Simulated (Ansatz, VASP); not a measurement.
**One calculation of GaN, two programs**

The input INCAR:

```
PREC = Accurate ; ENCUT = 520
EDIFF = 1E-6 ; ISMEAR = 0
SIGMA = 0.05 ; LREAL = False
LASPH = True ; NELM = 60
ALGO = Normal ; ISIF = 2
LWAVE = False ; LCHARG = False
GGA = PE ; NBANDS = 16
```

KPOINTS

```
Automatic mesh
0
Gamma
  10 10 10
```

Contents of POSCAR:

```
GaN
1.0
    0.0000000000      2.3168804589      2.3168804589
    2.2742384873      0.0426419716      2.2742384873
    2.2742384873      2.2742384873      0.0426419716
Ga N
1 1
Direct
    0.0000000000      0.0000000000      0.0000000000
    0.7500000000      0.7500000000      0.7500000000
```

Input for Ansatz:

```yaml
crystal:
  lattice:
    - [0.0, 2.3168804589, 2.3168804589]
    - [2.2742384873, 0.0426419716, 2.2742384873]
    - [2.2742384873, 2.2742384873, 0.0426419716]
  atoms:
    - { symbol: Ga, position: [0.0, 0.0, 0.0] }
    - { symbol: "N", position: [0.75, 0.75, 0.75] }
basis:
  ecutwfc: 420
kpoints:
  mp_grid: { grid: [10, 10, 10] }
hamiltonian:
  xc: pbe
scf:
  occupations: { method: gaussian, width: 0.05 }
output:
  forces: true
  stress: true
  eigenvalues: true
  write_density: true
  write_potential: true
  elf: true
  volumetric_format: npy
```

Change from the starting cell: strain +0.0375 x Voigt [0, 0, 0, 1, 0, 0], atoms carried along.

Alike in both runs: task single point; functional PBE; k mesh 10 × 10 × 10; occupations gaussian, width 0.05 eV; no spin polarisation.

```csv
,VASP,Ansatz
version,VASP 6.6.1,Ansatz 0.2.0
potentials or method,"VASP PAW PBE potentials, release 64 (Ga_d, N)","scalar-relativistic, plane waves, PAW"
plane-wave cutoff (eV),520,420
valence electrons in the cell,18,18
```

Ansatz gave:

| Quantity | Value |
| --- | --- |
| gap on the k mesh at the Fermi level (eV) | 1.45 |
| least direct gap on the mesh (eV) | 1.45 |
| pressure (GPa) | 0.3 |
| largest component of the traceless stress (GPa) | 6.61 |
| rms of the force components (eV/Å) | 0.157 |

Which values does VASP return?

gap on the k mesh at the Fermi level (eV): 1.45; least direct gap on the mesh (eV): 1.45; pressure (GPa): 0.4; largest component of the traceless stress (GPa): 6.59; rms of the force components (eV/Å): 0.153.

Atom by atom the forces differ by 0.003 eV/Å (rms over components).
